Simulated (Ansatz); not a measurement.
# KI: the cost of one run

Program: Ansatz 0.2.0. Level of theory: DFT PBE, scalar-relativistic, plane waves, PAW. These are calculated values, not measurements.

10 further runs of the same task are left out: 10 set aside as unsound or not needed.

## (1) The starting structure

The structure is cubic, space group Fm-3m (No. 225). Conventional cell: a = 7.175 Å, b = 7.175 Å, c = 7.175 Å, α = 90.00°, β = 90.00°, γ = 90.00°. K (site symmetry m-3m) has 6 I at 3.59 Å as nearest neighbours. Around I (site symmetry m-3m) lie 6 K at 3.59 Å.

Coordinates:

```xyz
2
Lattice="0.0000 3.5873 3.5873 3.5873 0.0000 3.5873 3.5873 3.5873 0.0000" Properties=species:S:1:pos:R:3 pbc="T T T"
K     0.0000    0.0000    0.0000
I     3.5873    3.5873    3.5873
```

It is the result of an earlier relaxation at this level (volume 46.16 Å³/atom; gap on the mesh: 3.86 eV).

## (2) The scan

The energy is mapped over a normal mode and a strain (zone-centre modes of the cell shown) (x along [1 0 0], y along [0 1 0], z along [0 0 1] of the conventional cell).

The axes are (1) amplitude of mode 6 (89 cm⁻¹), largest displacement in the unstrained cell: 11 values from −0.638 Å; (2) equal normal strain along x and y: 7 values from −4.00 %.

Nothing else is relaxed (the pattern is fixed in fractional coordinates). Energies count from the relaxed high-symmetry cell. Points are written as (first, second).

The modes come from a phonon run on the reference cell, made beforehand.

The patterns, per unit of each coordinate (Å):

```
atom     x1     y1      z1
  K1  0.000  0.000   1.000
  I2  0.000  0.000  -0.308
```

## (3) Point (−0.638 Å, −1.33 %)

File input.yaml:

```yaml
crystal:
  lattice:
    - [0.0, 3.5396144312, 3.5873258652]
    - [3.5396144312, 0.0, 3.5873258652]
    - [3.5396144312, 3.5396144312, 0.0]
  atoms:
    - { symbol: K, position: [-0.0889241769, -0.0889241769, 0.0889241769] }
    - { symbol: I, position: [0.5273968612, 0.5273968612, 0.4726031388] }
basis:
  ecutwfc: 420
kpoints:
  mp_grid: { grid: [6, 6, 6] }
hamiltonian:
  xc: pbe
scf:
  occupations: { method: gaussian, width: 0.05 }
output:
  forces: true
  stress: true
  eigenvalues: true
```

Run with:

```sh
ansatz run input.yaml --threads 1 --pin off --max-ram 2048MiB --backend cpu --events-out ev --progress --plain --runs-dir out
```

What time and memory should one allow on 1 thread of Intel Xeon 6975P-C (Granite Rapids), shared host?

About 2.2 s, with a peak of 0.39 GiB.
